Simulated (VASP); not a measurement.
CuO:

```
Cu O
1.0
     1.99097   -2.15355    0.00000
     1.99097    2.15355    0.00000
     0.00000    0.00000    5.15593
Cu O
2 2
Cartesian
  0.9955 -1.0768 0.0000
  0.9955 1.0768 2.5780
  1.9910 0.0000 1.2890
  1.9910 0.0000 3.8669
```

Measurements of this composition are mostly on another form, of space group No. 15.

- Program: VASP 6.6.1
- Task: single point
- Functional: PBEsol
- Potentials or basis: VASP PAW PBE potentials, release 64 (Cu, O)
- Cutoff: 520 eV
- k mesh: 9 × 9 × 5
- Occupations: fermi-dirac, width 0.05 eV
- Spin: no spin polarisation

On this cell: pressure -5.4 GPa; largest force under 0.003 eV/Å; band gap on the k mesh none (metal or under the smearing width).

The same run follows on a disturbed copy (atoms moved at random, drawn with an rms of 0.05 Å):

```
CELL_PARAMETERS angstrom
1.99097 -2.15355 0.00000
1.99097 2.15355 0.00000
0.00000 0.00000 5.15593
ATOMIC_POSITIONS crystal
Cu 0.50139 0.99208 0.99690
Cu 0.99817 0.48870 0.49358
O 0.49427 0.50718 0.25213
O 0.50850 0.50044 0.74135
```

Problem. What does the disturbed cell give?

Solution. The energy (extrapolated to zero smearing) moves by +7.4 meV/atom; pressure -5.1 GPa; largest force 0.623 eV/Å; band gap on the k mesh none (metal or under the smearing width).

Forces on the atoms (eV/Å):
```
Cu   0.278  0.300 -0.090
Cu   0.202  0.085  0.251
O   -0.182 -0.310 -0.510
O   -0.298 -0.075  0.348
```

Stress tensor (GPa, compression positive):
```
-3.85 -0.88 -0.85
-0.88 -5.27  0.37
-0.85  0.37 -6.26
```

Caveats: the PAW data sets were made with another functional, which shifts forces and pressure a little; the run has no spin polarisation, though such a crystal can be magnetic; semilocal functionals often make such compounds metallic where correlation or magnetic order opens a gap, which also shifts bond lengths.
